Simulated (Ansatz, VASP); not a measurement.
TePb: VASP beside Ansatz

```xyz
2
Lattice="0.0000 3.1250 3.1250 3.1250 0.0000 3.1250 3.1250 3.1250 0.0000" Properties=species:S:1:pos:R:3 pbc="T T T"
Te    3.1250    3.1250    3.1250
Pb    0.0000    0.0000    0.0000
```

Alike in both runs: functional PBEsol; k mesh 10 × 10 × 10; no spin polarisation.

Ansatz relaxed the structure, and its values are those at the end. VASP's run is a single point on that final structure, the one shown.

```csv
,VASP,Ansatz
version,VASP 6.6.1,Ansatz 0.2.0
potentials or method,"VASP PAW PBE potentials, release 64 (Te, Pb_d)","scalar-relativistic, plane waves, PAW"
plane-wave cutoff (eV),520,420
occupations,"gaussian, width 0.01 eV",fixed
valence electrons in the cell,20,30
```

```tsv
	VASP	Ansatz	Ansatz less VASP
gap on the k mesh at the Fermi level (eV)	0.42	0.42	-0.005
least direct gap on the mesh (eV)	0.42	0.42	-0.005
pressure (GPa)	5.0	5.0	+0.02
```

The two sets of potentials don't hold the same shells in valence.

Caveats: the PAW data sets were made with another functional, which shifts forces and pressure a little (VASP); spin-orbit coupling is left out, which as a rule narrows the gap of such compounds by several tenths of an eV. A k mesh can miss the band edges.
